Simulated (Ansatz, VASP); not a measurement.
# Cu in VASP and in Ansatz

```
CELL_PARAMETERS angstrom
2.53410 0.00000 0.00000
-1.26705 2.19459 0.00000
0.00000 0.00000 4.11257
ATOMIC_POSITIONS crystal
Cu 0.33333 0.66667 0.25000
Cu 0.66667 0.33333 0.75000
```

This isn't the form of Cu at room conditions, which is fcc.

Alike in both runs: task single point; functional PBEsol; k mesh 10 × 10 × 6; occupations fermi-dirac, width 0.15 eV; no spin polarisation.

```csv
,VASP,Ansatz
version,VASP 6.6.1,Ansatz 0.2.0
potentials or method,"VASP PAW PBE potentials, release 64 (Cu)","plane waves, PAW"
plane-wave cutoff (eV),520,470
valence electrons in the cell,22,38
```

VASP gave:

* pressure (GPa): -0.6
* largest component of the traceless stress (GPa): 0.63

Problem. What did Ansatz give for the same quantities?

Solution. Pressure (GPa): -1.4; largest component of the traceless stress (GPa): 0.69.

The two sets of potentials don't hold the same shells in valence.

Caveats: the PAW data sets were made with another functional, which shifts forces and pressure a little (VASP).
